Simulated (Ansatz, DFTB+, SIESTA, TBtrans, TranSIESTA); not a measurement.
**Green-function transport: H2 in line between two Pt chains (relaxed at zero bias, lead layers held)**

Which level of theory is enough for the transmission of H2 in line between two Pt chains (relaxed at zero bias, lead layers held)? The current runs along the third cell vector; the first and last atoms are layers of the leads.

Calculated with SIESTA 5.4.2, Ansatz 0.2.0, TranSIESTA 5.4.2, TBtrans 5.4.2 and DFTB+ 25.1; PBE, numerical atomic orbitals (DZP), PseudoDojo norm-conserving files converted to PSML; other levels are named step by step, in the first sound run; inputs show where later runs differ.

This is a report of a sequence of runs, with most program output left out.

### 1. Set-up

The cell holds 14 atoms: 12 Pt and 2 H. Cell: a = 9.000 Å, b = 9.000 Å, c = 30.156 Å, α = 90.0°, β = 90.0°, γ = 90.0°. Regions: left electrode layer, 4 atoms (4 Pt); scattering region, 6 atoms (4 Pt and 2 H); right electrode layer, 4 atoms (4 Pt). Vacuum lies along a and b. The structure's axis is c.

### 2. Relaxing the channel

The cell was put together by a script, and a conductance hangs on how the channel binds, so the channel relaxes first, in a cell of fixed length. The input lists the atoms that are held; the electrode layers are among them, since they must match the electrode run.

File RELAX.fdf:

```
SystemLabel RELAX
NumberOfAtoms 14
NumberOfSpecies 2
%block ChemicalSpeciesLabel
  1 78 Pt
  2 1 H
%endblock ChemicalSpeciesLabel
LatticeConstant 1.0 Ang
%block LatticeVectors
  9.000000 0.000000 0.000000
  0.000000 9.000000 0.000000
  0.000000 0.000000 30.155600
%endblock LatticeVectors
AtomicCoordinatesFormat Ang
%block AtomicCoordinatesAndAtomicSpecies
  4.500000 4.500000 1.200000 1
  4.500000 4.500000 3.600000 1
  4.500000 4.500000 6.000000 1
  4.500000 4.500000 8.400000 1
  4.500000 4.500000 10.800000 1
  4.500000 4.500000 13.200000 1
  4.500000 4.500000 14.652800 2
  4.500000 4.500000 15.502800 2
  4.500000 4.500000 16.955600 1
  4.500000 4.500000 19.355600 1
  4.500000 4.500000 21.755600 1
  4.500000 4.500000 24.155600 1
  4.500000 4.500000 26.555600 1
  4.500000 4.500000 28.955600 1
%endblock AtomicCoordinatesAndAtomicSpecies
XC.Functional GGA
XC.Authors PBE
PAO.BasisSize DZP
PAO.EnergyShift 0.01 Ry
PAO.SplitNorm 0.15
Mesh.Cutoff 300 Ry
ElectronicTemperature 800 K
Spin non-polarized
MaxSCFIterations 100
SCF.MustConverge false
SCF.DM.Tolerance 0.0002
SCF.H.Tolerance 0.002 eV
SCF.Mixer.Method Pulay
SCF.Mixer.Weight 0.1
SCF.Mixer.History 10
WriteMullikenPop 1
%block kgrid.MonkhorstPack
  1 0 0 0.0
  0 1 0 0.0
  0 0 3 0.0
%endblock kgrid.MonkhorstPack
MD.TypeOfRun Broyden
MD.Steps 40
MD.MaxForceTol 0.05 eV/Ang
MD.MaxDispl 0.15 Ang
Geometry.Must.Converge false
WriteForces true
WriteMDXmol true
%block Geometry.Constraints
  atom [1 -- 4]
  atom [11 -- 14]
%endblock Geometry.Constraints
```

On the command line:

```sh
> OMP_NUM_THREADS=1 siesta RELAX.fdf > relax.out
```

Run time: 2.9 min. Hardware: 1 MPI rank of Intel Xeon 6975P-C (Granite Rapids), shared host; peak memory 0.57 GiB.

The steps of the relaxation:

```tsv
step	energy less that of the first step (eV)
1	0.0000
2	-0.4651
3	-0.6268
4	-0.8033
5	-0.8105
```

The atoms that moved most (Å):

```tsv
atom	dx	dy	dz	length
Pt6	0.000	0.000	-0.186	0.186
Pt9	0.000	0.000	0.186	0.186
Pt5	0.000	0.000	-0.107	0.107
Pt10	0.000	0.000	0.107	0.107
H7	0.000	0.000	-0.022	0.022
H8	0.000	0.000	0.022	0.022
```

Numbers from this step:

* free energy: -42616.0272 eV
* Fermi energy: -5.047 eV
* orbitals: 238
* largest force component on a free atom: 0.03115 eV/Å
* geometry steps: 6

The path lists 5 of the run's 6 geometries; the energy of the last one is missing from the table. From the first geometry to the last the energy changes by -0.813 eV.

### 3. The same cell by plane waves

This step: PBE, plane waves with PAW; transmission by layers (Ansatz 0.2.0).

Plane waves have no basis tied to the atoms, so this run checks the orbital bases from outside. It uses PAW potentials and a periodic cell whose end atoms stand for the leads. Level: PBE, plane waves with PAW; transmission by layers.

File input.yaml:

```yaml
crystal:
  lattice:
    - [9.0, 0.0, 0.0]
    - [0.0, 9.0, 0.0]
    - [0.0, 0.0, 30.1556]
  atoms:
    - { symbol: Pt, position: [0.5000000001, 0.5000000001, 0.0397936039] }
    - { symbol: Pt, position: [0.5000000001, 0.5000000001, 0.1193808116] }
    - { symbol: Pt, position: [0.5000000001, 0.5000000001, 0.1989680192] }
    - { symbol: Pt, position: [0.5000000001, 0.5000000001, 0.2785552269] }
    - { symbol: Pt, position: [0.5000000001, 0.5, 0.3546024612] }
    - { symbol: Pt, position: [0.5000000001, 0.5000000001, 0.4315702021] }
    - { symbol: H, position: [0.5000000001, 0.5000000002, 0.4851853317] }
    - { symbol: H, position: [0.5000000001, 0.5000000001, 0.514814619] }
    - { symbol: Pt, position: [0.5000000003, 0.4999999999, 0.56842979] }
    - { symbol: Pt, position: [0.5, 0.5000000001, 0.645396812] }
    - { symbol: Pt, position: [0.5000000001, 0.5000000001, 0.7214447732] }
    - { symbol: Pt, position: [0.5000000001, 0.5000000001, 0.8010319809] }
    - { symbol: Pt, position: [0.5000000001, 0.5000000001, 0.8806191886] }
    - { symbol: Pt, position: [0.5000000001, 0.5000000001, 0.9602063963] }
kpoints:
  mp_grid: { grid: [1, 1, 3] }
hamiltonian:
  xc: pbe
scf:
  occupations: { method: fermi_dirac, width: 0.05 }
output:
  transmission:
    leads: [[0, 1]]
    e_range: [-2.0, 2.0]
    de: 0.05
    kmesh: [1, 1]
    reduced_basis: true
  write_potential: true
  write_density: true
  volumetric_format: npy
```

On the command line:

```sh
> ansatz run input.yaml --threads 1 --pin off --max-ram 4096MiB --backend cpu --events-out ev --progress --plain --runs-dir out
```

It took 3.7 min on 1 thread; peak memory 2.3 GiB.

Numbers from this step:

```yaml
free_energy: -150274.7132 eV
transmission_at_the_fermi_level: 1.125
```

One spin. Table of transmission by energy, zero at the Fermi level:

energy (eV), transmission and a bar from the least value:
```
    -2.00       1.02 ######
    -1.85       1.03 ######
    -1.70       0.88 #
    -1.60       0.97 ####
    -1.45       1.00 #####
    -1.30       0.98 #####
    -1.15       0.96 ####
    -1.05       0.95 ####
    -0.90       0.94 ###
    -0.75       0.96 ####
    -0.60       0.99 #####
    -0.50       1.03 #######
    -0.45       1.71 ##############################
    -0.35       1.04 #######
    -0.20       1.07 ########
    -0.05       1.11 #########
     0.00       1.12 ##########
     0.05       1.14 ##########
     0.10       1.14 ##########
     0.20       1.04 #######
     0.35       0.84 
     0.50       0.91 ##
     0.60       0.91 ##
     0.75       0.89 ##
     0.90       0.90 ##
     1.05       0.92 ###
     1.15       0.93 ###
     1.30       0.95 ####
     1.45       0.96 ####
     1.60       0.97 ####
     1.70       0.97 ####
     1.85       0.98 #####
     2.00       0.98 #####
```

One spin. The open channels of the lead by energy, zero at the Fermi level:

```tsv
energy (eV)	open channels of the lead
-2.00	3
-1.85	3
-1.70	3
-1.60	3
-1.45	4
-1.30	6
-1.15	6
-1.05	6
-0.90	6
-0.75	6
-0.60	6
-0.50	6
-0.35	4
-0.20	4
-0.05	4
0.00	4
0.05	4
0.20	4
0.35	4
0.50	3
0.60	3
0.75	3
0.90	1
1.05	1
1.15	1
1.30	1
1.45	1
1.60	1
1.70	1
1.85	1
2.00	1
```

The transmission at the Fermi level is 1.12.

At the Fermi level the transmission is 1.12.

### 4. The electrode

This step: PBE, numerical atomic orbitals (DZP), PseudoDojo norm-conserving files converted to PSML; periodic bulk run (SIESTA 5.4.2).

System of this step: principal layer of the lead. The cell holds 4 atoms: 4 Pt. Cell: a = 9.000 Å, b = 9.000 Å, c = 9.600 Å, α = 90.0°, β = 90.0°, γ = 90.0°. Vacuum lies along a and b. The structure's axis is c.

The half-infinite leads enter through self-energies, which come from the Hamiltonian of one bulk principal layer. This run also gives the lead's Fermi level, to which the junction is matched.

File ELEC.fdf:

```
SystemLabel ELEC
NumberOfAtoms 4
NumberOfSpecies 2
%block ChemicalSpeciesLabel
  1 78 Pt
  2 1 H
%endblock ChemicalSpeciesLabel
LatticeConstant 1.0 Ang
%block LatticeVectors
  9.000000 0.000000 0.000000
  0.000000 9.000000 0.000000
  0.000000 0.000000 9.600000
%endblock LatticeVectors
AtomicCoordinatesFormat Ang
%block AtomicCoordinatesAndAtomicSpecies
  4.500000 4.500000 1.200000 1
  4.500000 4.500000 3.600000 1
  4.500000 4.500000 6.000000 1
  4.500000 4.500000 8.400000 1
%endblock AtomicCoordinatesAndAtomicSpecies
XC.Functional GGA
XC.Authors PBE
PAO.BasisSize DZP
PAO.EnergyShift 0.01 Ry
PAO.SplitNorm 0.15
Mesh.Cutoff 300 Ry
ElectronicTemperature 300 K
Spin non-polarized
MaxSCFIterations 200
SCF.MustConverge true
SCF.DM.Tolerance 0.0001
SCF.H.Tolerance 0.001 eV
SCF.Mixer.Method Pulay
SCF.Mixer.Weight 0.1
SCF.Mixer.History 10
WriteMullikenPop 1
%block kgrid.MonkhorstPack
  1 0 0 0.0
  0 1 0 0.0
  0 0 32 0.0
%endblock kgrid.MonkhorstPack
Diag.ParallelOverK true
TS.HS.Save true
```

On the command line:

```sh
> OMP_NUM_THREADS=1 siesta ELEC.fdf > dzp.lead.out
```

Wall time 8.4 s (1 MPI rank); peak memory 0.3 GiB.

Numbers from this step:

```yaml
free_energy: -14195.3203 eV
fermi_energy: -5.133 eV
orbitals: 76
largest_coupling_past_the_next_principal_layer: 0 eV
```

SIESTA lists orbital radii in bohr. The longest on the lead's atoms, 6.39 bohr, is 3.38 Å, so two such orbitals overlap up to 6.77 Å; the nearest atoms of layers two apart are 12.00 Å apart. The projectors of the pseudopotentials let the Hamiltonian reach a little farther than the overlap.

A principal layer may touch only the next one. The stored Hamiltonian has no element past the next layer.

### 5. Self-consistent junction, 0 V, case PBE, DZP

This step: PBE, numerical atomic orbitals (DZP), PseudoDojo norm-conserving files converted to PSML; open system by non-equilibrium Green functions (TranSIESTA 5.4.2).

System of this step: H2 in line between two Pt chains as built, then relaxed. The cell holds 14 atoms: 12 Pt and 2 H. Cell: a = 9.000 Å, b = 9.000 Å, c = 30.156 Å, α = 90.0°, β = 90.0°, γ = 90.0°. Regions: left electrode layer, 4 atoms (4 Pt); scattering region, 6 atoms (4 Pt and 2 H); right electrode layer, 4 atoms (4 Pt). Vacuum lies along a and b. The structure's axis is c.

The scattering region is made self-consistent with the leads attached; the density comes from a contour in the complex plane, and the charge is free to flow in or out.

File DEV.fdf:

```
SystemLabel DEV
NumberOfAtoms 14
NumberOfSpecies 2
%block ChemicalSpeciesLabel
  1 78 Pt
  2 1 H
%endblock ChemicalSpeciesLabel
LatticeConstant 1.0 Ang
%block LatticeVectors
  9.000000 0.000000 0.000000
  0.000000 9.000000 0.000000
  0.000000 0.000000 30.155600
%endblock LatticeVectors
AtomicCoordinatesFormat Ang
%block AtomicCoordinatesAndAtomicSpecies
  4.500000 4.500000 1.200000 1
  4.500000 4.500000 3.600000 1
  4.500000 4.500000 6.000000 1
  4.500000 4.500000 8.400000 1
  4.500000 4.500000 10.693250 1
  4.500000 4.500000 13.014258 1
  4.500000 4.500000 14.631055 2
  4.500000 4.500000 15.524544 2
  4.500000 4.500000 17.141341 1
  4.500000 4.500000 19.462328 1
  4.500000 4.500000 21.755600 1
  4.500000 4.500000 24.155600 1
  4.500000 4.500000 26.555600 1
  4.500000 4.500000 28.955600 1
%endblock AtomicCoordinatesAndAtomicSpecies
XC.Functional GGA
XC.Authors PBE
PAO.BasisSize DZP
PAO.EnergyShift 0.01 Ry
PAO.SplitNorm 0.15
Mesh.Cutoff 300 Ry
ElectronicTemperature 300 K
Spin non-polarized
MaxSCFIterations 200
SCF.MustConverge true
SCF.DM.Tolerance 0.002
SCF.H.Tolerance 0.03 eV
TS.SCF.DM.Tolerance 0.0001
TS.SCF.H.Tolerance 2.205e-04 Ry
SCF.Mixer.Method Pulay
SCF.Mixer.Weight 0.1
SCF.Mixer.History 10
WriteMullikenPop 1
%block kgrid.MonkhorstPack
  1 0 0 0.0
  0 1 0 0.0
  0 0 5 0.0
%endblock kgrid.MonkhorstPack
%block TS.Elecs
  Left
  Right
%endblock TS.Elecs
%block TS.Elec.Left
  HS ELEC.TSHS
  chemical-potential Left
  semi-inf-direction -A3
  electrode-position 1
  bulk true
  Eta 0.0001 eV
  Out-of-core true
  tbt.Out-of-core false
%endblock TS.Elec.Left
%block TS.Elec.Right
  HS ELEC.TSHS
  chemical-potential Right
  semi-inf-direction +A3
  electrode-position end -1
  bulk true
  Eta 0.0001 eV
  Out-of-core true
  tbt.Out-of-core false
%endblock TS.Elec.Right
%block TS.ChemPots
  Left
  Right
%endblock TS.ChemPots
%block TS.ChemPot.Left
  mu V/2
  contour.eq
    begin
      C-Left
      T-Left
    end
%endblock TS.ChemPot.Left
%block TS.Contour.C-Left
  part circle
  from -120.0 eV + V/2 to -10 kT + V/2
  points 40
  method g-legendre
%endblock TS.Contour.C-Left
%block TS.Contour.T-Left
  part tail
  from prev to inf
  points 10
  method g-fermi
%endblock TS.Contour.T-Left
%block TS.ChemPot.Right
  mu -V/2
  contour.eq
    begin
      C-Right
      T-Right
    end
%endblock TS.ChemPot.Right
%block TS.Contour.C-Right
  part circle
  from -120.0 eV - V/2 to -10 kT - V/2
  points 40
  method g-legendre
%endblock TS.Contour.C-Right
%block TS.Contour.T-Right
  part tail
  from prev to inf
  points 10
  method g-fermi
%endblock TS.Contour.T-Right
TS.Elecs.Neglect.Principal true
TS.Contours.Eq.Pole 2.5 eV
%block TS.Contours.nEq
  neq
%endblock TS.Contours.nEq
%block TS.Contour.nEq.neq
  part line
  from -|V|/2 - 5 kT to |V|/2 + 5 kT
  delta 0.02 eV
  method mid-rule
%endblock TS.Contour.nEq.neq
Diag.ParallelOverK true
SaveElectrostaticPotential true
DM.UseSaveDM true
SolutionMethod transiesta
TS.Voltage 0 eV
TS.SCF.dQ.Converge false
TS.Contours.nEq.Eta 0.005 eV
```

On the command line:

```sh
> OMP_NUM_THREADS=1 siesta DEV.fdf > dzp.scf0.out
```

Elapsed: 60 s, on 1 MPI rank; peak memory 0.56 GiB.

Numbers from this step:

* orbitals: 238
* excess charge of the open region: 0.0319 e

The open region is not held to a fixed charge; it ends 0.032 electron over neutrality, which can shift levels.

### 6. Transmission at zero bias, case PBE, DZP

This step: PBE, numerical atomic orbitals (DZP), PseudoDojo norm-conserving files converted to PSML; open system by non-equilibrium Green functions (TBtrans 5.4.2).

With the Hamiltonian fixed, the transmission follows on an energy grid along the real axis; no further self-consistency is needed.

File TBT.fdf:

```
TS.Voltage 0 eV
%block TBT.k
  1 0 0 0.0
  0 1 0 0.0
  0 0 1 0.0
%endblock TBT.k
%block TBT.Contour.line
  from -2.0125 eV to 2.0125 eV
  delta 0.025 eV
  method mid-rule
%endblock TBT.Contour.line
TBT.T.Bulk true
TBT.DOS.Gf true
TBT.T.Eig 3
TBT.Elecs.Eta 0.0001 eV
TBT.DOS.A true
TBT.Current.Orb true
%include DEV.fdf
```

On the command line:

```sh
> OMP_NUM_THREADS=1 tbtrans TBT.fdf > dzp.tbt0.out
```

Wall time 5.3 s (1 MPI rank); peak memory 0.19 GiB.

Numbers from this step:

* transmission at the Fermi level: 0.9400
* open channels of the lead: 3.998
* conductance: 0.9412 G₀
* thermopower: -1.922 μV/K

One spin. Transmission against energy, zero at the Fermi level:

```tsv
energy (eV)	transmission
-2.000	1.00
-1.900	1.01
-1.800	1.02
-1.750	1.03
-1.700	1.02
-1.600	1.03
-1.500	1.04
-1.400	1.04
-1.300	1.04
-1.200	1.04
-1.150	1.04
-1.100	1.04
-1.000	1.04
-0.900	1.03
-0.800	1.02
-0.700	1.00
-0.600	0.977
-0.500	0.949
-0.400	0.927
-0.300	0.913
-0.200	0.911
-0.100	0.920
0.000	0.940
0.100	0.970
0.200	1.01
0.300	1.09
0.400	0.693
0.500	0.805
0.600	0.921
0.700	1.07
0.800	0.872
0.900	0.908
1.000	0.936
1.100	0.957
1.200	0.972
1.300	0.983
1.400	0.990
1.500	0.995
1.600	0.998
1.700	1.000
1.800	1.000
1.900	1.000
2.000	0.999
```

Mulliken DOS an atom, one spin over height of the atomic layer and energy from the Fermi level.

Values in states/eV, 22 rows by 6 columns, each cell a mean:
```
0.08 0.06 0.03 0.03 0.06 0.08
0.08 0.06 0.03 0.03 0.06 0.08
0.08 0.07 0.03 0.03 0.07 0.08
0.09 0.07 0.03 0.03 0.07 0.09
0.09 0.08 0.04 0.04 0.08 0.09
0.10 0.09 0.04 0.04 0.09 0.10
0.11 0.11 0.03 0.03 0.11 0.11
1.04 0.65 0.06 0.06 0.65 1.04
0.86 0.60 0.05 0.05 0.60 0.86
1.31 0.84 0.04 0.04 0.84 1.31
0.92 0.76 0.04 0.04 0.76 0.92
0.71 0.79 0.04 0.04 0.79 0.71
0.96 4.16 0.04 0.04 4.16 0.97
0.62 2.27 0.04 0.04 2.27 0.62
0.87 1.50 0.04 0.04 1.50 0.87
1.06 1.23 0.04 0.04 1.23 1.06
1.18 1.11 0.04 0.04 1.11 1.18
0.62 0.96 0.04 0.04 0.96 0.62
0.61 0.94 0.04 0.04 0.94 0.61
2.34 1.42 0.05 0.05 1.41 2.30
0.47 0.72 0.04 0.04 0.71 0.46
0.17 0.60 0.04 0.04 0.60 0.17
```
Columns: height of the atomic layer (Å) from 10.7 to 19.5 (not evenly spaced); rows upwards: energy from the Fermi level (eV) from -2 to 2.

One spin. Table of open channels of the lead by energy, zero at the Fermi level:

```tsv
energy (eV)	open channels of the lead
-2.000	3.00
-1.900	3.00
-1.800	3.00
-1.700	3.00
-1.600	4.00
-1.500	4.00
-1.400	4.00
-1.300	4.00
-1.200	4.00
-1.100	5.99
-1.000	5.99
-0.900	5.99
-0.800	5.99
-0.700	5.99
-0.600	5.99
-0.500	5.99
-0.400	5.99
-0.300	5.99
-0.200	4.00
-0.100	4.00
0.000	4.00
0.100	4.00
0.200	4.00
0.300	4.00
0.400	3.00
0.500	3.00
0.600	3.00
0.700	3.00
0.800	1.000
0.900	1.000
1.000	1.000
1.100	1.000
1.200	1.000
1.300	1.000
1.400	1.000
1.500	1.000
1.600	1.000
1.700	1.000
1.800	1.000
1.900	1.000
2.000	1.000
```

The density of states, device has structure finer than the step of the table below, so its rows give means over 0.1 eV, whole bins alone (the curve runs from -2 to 2 eV). Peaks (eV: height): -1.62: 21.7, -0.23: 15.6, 0.33: 8.14.

One spin; device region. Table of density of states, device by energy, zero at the Fermi level; means over each step:

```tsv
energy (eV)	density of states, device (states/eV)
-1.9	1.62
-1.8	1.75
-1.7	2.63
-1.6	8.87
-1.5	3.57
-1.4	3.19
-1.3	3.13
-1.2	2.95
-1.1	4.18
-1.0	4.69
-0.9	4.68
-0.8	4.67
-0.7	4.71
-0.6	4.88
-0.5	5.34
-0.4	6.64
-0.3	10.2
-0.2	8.29
-0.1	3.06
0.0	3.21
0.1	3.44
0.2	3.91
0.3	5.57
0.4	3.08
0.5	3.01
0.6	3.36
0.7	3.53
0.8	0.522
0.9	0.486
1.0	0.457
1.1	0.433
1.2	0.413
1.3	0.396
1.4	0.381
1.5	0.368
1.6	0.358
1.7	0.349
1.8	0.341
1.9	0.335
```

The eigenchannel transmission by energy, zero at the Fermi level:

```tsv
energy (eV)	channel 1	channel 2	channel 3
-2.000	0.986	0.00799	0.00799
-1.800	0.999	0.0120	0.0120
-1.600	1.000	0.0165	0.0165
-1.400	0.999	0.0201	0.0201
-1.200	0.998	0.0222	0.0222
-1.000	0.994	0.0226	0.0226
-0.800	0.974	0.0222	0.0222
-0.600	0.928	0.0217	0.0217
-0.400	0.877	0.0216	0.0216
-0.200	0.860	0.0224	0.0224
0.000	0.884	0.0247	0.0247
0.200	0.946	0.0299	0.0299
0.400	0.609	0.0416	0.0416
0.600	0.769	0.0762	0.0762
0.800	0.872	9.9e-9	9.9e-9
1.000	0.936	1.6e-10	1.6e-10
1.200	0.972	2.6e-11	2.6e-11
1.400	0.990	8.0e-12	8.0e-12
1.600	0.998	3.6e-12	3.6e-12
1.800	1.000	2.0e-12	2.0e-12
2.000	0.999	1.4e-12	1.4e-12
```

The conductance is 0.941 G0. The largest eigenchannels at the Fermi level pass 0.88, 0.025 and 0.025. By hand: With G0 = 2e²/h = 77.48 µS, G = 0.941 × 77.48 µS = 72.9 µS, a resistance of 13.7 kΩ. Mott's formula S = −(π²k²T/3e) d ln T/dE has the factor 7.33 µV/K × eV at 300 K; T(−0.05 eV) = 0.9290 and T(+0.05 eV) = 0.9536 give a slope of 0.261 per eV and S ≈ -1.91 µV/K, against -1.92 from the full integral.

### 7. The junction at zero bias, case basis SZ

This step: PBE, numerical atomic orbitals (SZ), PseudoDojo norm-conserving files converted to PSML; open system by non-equilibrium Green functions (TranSIESTA 5.4.2).

Changed here: basis SZ. A smaller basis is cheaper as a rule and a larger one more complete; the conductance shows what that is worth. The electrode was run again at this level first.

DEV.fdf: that of step 5 with these lines changed.

```diff
@@ -32,3 +32,3 @@
 XC.Authors PBE
-PAO.BasisSize DZP
+PAO.BasisSize SZ
 PAO.EnergyShift 0.01 Ry
```

On the command line:

```sh
> OMP_NUM_THREADS=1 siesta DEV.fdf > szp.scf0.out
```

It took 46 s on 1 MPI rank; peak memory 0.5 GiB.

This step gave:

```
orbitals                         : 122
excess charge of the open region : 0.032 e
```

The open region is not held to a fixed charge; it ends 0.032 electron over neutrality, which can shift levels. The largest force on an atom between the electrode layers and over 3 Å from them is 2.3 eV/Å.

### 8. Transmission at zero bias, case basis SZ

This step: PBE, numerical atomic orbitals (SZ), PseudoDojo norm-conserving files converted to PSML; open system by non-equilibrium Green functions (TBtrans 5.4.2).

TBT.fdf is that of step 6.

On the command line:

```sh
> OMP_NUM_THREADS=1 tbtrans TBT.fdf > szp.tbt0.out
```

Elapsed: 1.5 s, on 1 MPI rank; peak memory 0.2 GiB.

One spin. Transmission against energy, zero at the Fermi level:

```tsv
energy (eV)	transmission
-2.000	0.987
-1.800	0.970
-1.600	0.956
-1.400	0.951
-1.200	0.962
-1.000	0.987
-0.800	1.00
-0.775	1.00
-0.600	0.996
-0.400	0.980
-0.200	0.980
0.000	0.992
0.200	0.561
0.400	0.979
0.600	1.00
0.725	1.01
0.800	0.991
1.000	0.979
1.200	0.970
1.400	0.965
1.600	0.962
1.800	0.963
2.000	0.965
```

The conductance is 0.992 G0, 5.4 % over that of the case PBE, DZP. At the Fermi level one eigenchannel carries it, with T = 0.99.

[end of part 1 of 2]

[Logs are printed without paths, hosts, clocks, repeated set-up lines and the standing remarks that a program may print on its own settings, such as how far it seeks lower states.]

[Hosts, paths, dates, database ids (printed as entryN), source tags and the programs' standing remarks are cut or masked in the printed files.]
